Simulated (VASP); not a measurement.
**GaAs: single point with PBE**

The system is GaAs.

```
As Ga
1.0
     0.00000    2.82685    2.82685
     2.82685    0.00000    2.82685
     2.82685    2.82685    0.00000
As Ga
1 1
Direct
  0.75000 0.75000 0.75000
  0.00000 0.00000 0.00000
```

```yaml
Program: VASP 6.6.1
Task: single point
Functional: PBE
Potentials_or_basis: VASP PAW PBE potentials, release 64 (As, Ga_d)
Cutoff: 750 eV
k_mesh: 10 × 10 × 10
Occupations: gaussian, width 0.02 eV
Spin: spin-orbit coupling, no magnetisation
```

| Quantity | Value |
| --- | --- |
| Pressure | 3.6 GPa |
| Valence electrons inside the program's atomic spheres | As 2.84; Ga 11.68 |

Wall time 6.2 min on 1 thread of Intel(R) Xeon(R) Platinum 8559C (Emerald Rapids), with other jobs on the host, peak memory 0.56 GiB.
